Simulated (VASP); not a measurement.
# AlAs in VASP 6.6.1, single-point calculation

INCAR

```
ISIF = 2
NSW = 0
IVDW = 12
LCHARG = .FALSE.
EDIFF = 1E-7
SIGMA = 0.02
NELM = 120
NBANDS = 11
LWAVE = .FALSE.
LASPH = .TRUE.
IBRION = -1
LREAL = .FALSE.
PREC = High
ISMEAR = -1
GGA = PE
ENCUT = 520
```

KPOINTS

```
KPOINTS created by Atomic Simulation Environment
0
Gamma
8 8 8
0 0 0
```

POSCAR

```
Al As
 1.0000000000000000
     0.0000000000000000    2.9808708696999999    2.9808708696999999
     2.9808708696999999    0.0000000000000000    2.9808708696999999
     2.9808708696999999    2.9808708696999999    0.0000000000000000
 Al  As
   1   1
Cartesian
  0.0000000000000000  0.0000000000000000  0.0000000000000000
  1.4904354348500000  1.4904354348500000  1.4904354348500000
```

The recommended PBE PAW datasets give the neutral cell 8 valence electrons.

Command

```
mpirun -np 1 vasp_std
```

OSZICAR

```
N       E                     dE             d eps       ncg     rms          rms(c)
DAV:   1     0.141222530661E+02    0.14122E+02   -0.27852E+03   638   0.528E+02
DAV:   2    -0.832983747732E+01   -0.22452E+02   -0.21422E+02   815   0.826E+01
DAV:   3    -0.944898733918E+01   -0.11191E+01   -0.11167E+01   858   0.188E+01
DAV:   4    -0.945871775543E+01   -0.97304E-02   -0.97296E-02   739   0.203E+00
DAV:   5    -0.945891720549E+01   -0.19945E-03   -0.19945E-03   770   0.291E-01    0.282E+00
DAV:   6    -0.928347939587E+01    0.17544E+00   -0.39182E-01   692   0.211E+00    0.160E+00
DAV:   7    -0.926254663211E+01    0.20933E-01   -0.13993E-01   733   0.141E+00    0.649E-01
DAV:   8    -0.926341131638E+01   -0.86468E-03   -0.11081E-02   698   0.470E-01    0.126E-01
DAV:   9    -0.926346920548E+01   -0.57889E-04   -0.51632E-04   758   0.115E-01    0.729E-02
DAV:  10    -0.926366674278E+01   -0.19754E-03   -0.31892E-04   703   0.891E-02    0.132E-02
DAV:  11    -0.926366932137E+01   -0.25786E-05   -0.29205E-05   804   0.210E-02    0.692E-03
DAV:  12    -0.926367082007E+01   -0.14987E-05   -0.25439E-06   710   0.884E-03    0.223E-03
DAV:  13    -0.926367097722E+01   -0.15715E-06   -0.31133E-07   775   0.237E-03    0.717E-04
DAV:  14    -0.926367092898E+01    0.48238E-07   -0.20606E-08   405   0.862E-04
   1 F= -.97975036E+01 E0= -.97975036E+01  d E =-.406197E-11
```

From OUTCAR

```
k-points           NKPTS =     29   k-points in BZ     NKDIM =     29   number of bands    NBANDS=     11

   NELECT =       8.0000    total number of electrons

   dimension x,y,z NGX =    32 NGY =   32 NGZ =   32
   dimension x,y,z NGXF=    40 NGYF=   40 NGZF=   40

  energy-cutoff  :      520.00
  volume of cell :       52.97
      direct lattice vectors                 reciprocal lattice vectors
     0.000000000  2.980870870  2.980870870    -0.167736216  0.167736216  0.167736216
     2.980870870  0.000000000  2.980870870     0.167736216 -0.167736216  0.167736216
     2.980870870  2.980870870  0.000000000     0.167736216  0.167736216 -0.167736216

 k-points in reciprocal lattice and weights: KPOINTS created by Atomic Simulation Env
   0.00000000  0.00000000  0.00000000       0.002
   0.12500000  0.00000000  0.00000000       0.016
   0.25000000  0.00000000  0.00000000       0.016
   0.37500000  0.00000000  0.00000000       0.016
   0.50000000  0.00000000  0.00000000       0.008
   0.12500000  0.12500000  0.00000000       0.012
   0.25000000  0.12500000  0.00000000       0.047
   0.37500000  0.12500000  0.00000000       0.047
   ...

 E-fermi :   3.0823

 k-point     1 :       0.0000    0.0000    0.0000
  band No.  band energies     occupation
      1      -8.4110      2.00000
      2       2.6622      2.00000
      3       2.6622      2.00000
      4       2.6623      2.00000
      5       3.5522      0.00000
      6       6.6881      0.00000
      7       6.6881      0.00000
      8       6.6881      0.00000
      9      10.7514      0.00000
     10      11.3710      0.00000
     11      11.3710      0.00000

 k-point     2 :       0.1250    0.0000    0.0000
  band No.  band energies     occupation
      1      -8.2878      2.00000
      2       1.2088      2.00000
      3       2.5250      2.00000
      4       2.5250      2.00000
      5       4.5352      0.00000
      6       6.9176      0.00000
      7       6.9311      0.00000
      8       6.9312      0.00000
      9      10.8535      0.00000
     10      10.8535      0.00000
     11      11.4469      0.00000

 k-point     3 :       0.2500    0.0000    0.0000
  band No.  band energies     occupation
      1      -7.9518      2.00000
      2      -0.4859      2.00000
      3       2.2496      2.00000
      4       2.2496      2.00000
      5       4.6285      0.00000
      6       7.2785      0.00000
      7       7.2785      0.00000
      8       8.2607      0.00000
      9      10.7244      0.00000
     10      10.7244      0.00000
     11      11.5969      0.00000

 k-point     4 :       0.3750    0.0000    0.0000
  band No.  band energies     occupation
      1      -7.5348      2.00000
      2      -1.7733      2.00000
      3       2.0260      2.00000
      4       2.0260      2.00000
      5       4.3648      0.00000
      6       7.2755      0.00000
      7       7.2755      0.00000
      8       9.7605      0.00000
      9      11.5441      0.00000
     10      11.7867      0.00000
     11      11.7867      0.00000

 k-point     5 :       0.5000    0.0000    0.0000
  band No.  band energies     occupation
      1      -7.3237      2.00000
      2      -2.2819      2.00000
      3       1.9440      2.00000
      4       1.9440      2.00000
      5       4.2522      0.00000
      6       7.2069      0.00000
      7       7.2069      0.00000
      8      10.0709      0.00000
      9      12.6552      0.00000
     10      13.4757      0.00000
     11      13.4757      0.00000

 ...

  Total      -2.62441    -2.62441    -2.62441     0.00000     0.00000    -0.00000
  in kB     -79.37477   -79.37477   -79.37477     0.00000     0.00000    -0.00000
  external pressure =      -79.37 kB  Pullay stress =        0.00 kB

 POSITION                                       TOTAL-FORCE (eV/Angst)
 -----------------------------------------------------------------------------------
      0.00000      0.00000      0.00000        -0.000000     -0.000000     -0.000000
      1.49044      1.49044      1.49044         0.000000      0.000000      0.000000
 -----------------------------------------------------------------------------------
    total drift:                               -0.000001     -0.000001     -0.000002

  FREE ENERGIE OF THE ION-ELECTRON SYSTEM (eV)
  ---------------------------------------------------
  free  energy   TOTEN  =        -9.7975035645 eV

  energy  without entropy=       -9.7975035645  energy(sigma->0) =       -9.79750356
```

It converged. Results: gap between bands v and c on the k mesh 0.89 eV; least direct gap on the k mesh 0.89 eV; pressure -7.9 GPa. Band v is the last that the valence electrons fill when counted band by band, and c is the next.

For comparison, a separate PBE run of the intended cell, on usual settings and not on those above, gives a gap of 0.89 eV on its mesh and a pressure of -6.1 GPa.

The run above took about 10 s on one core of a shared host (Intel Xeon Platinum 8488C) and held 0.13 GiB at most.
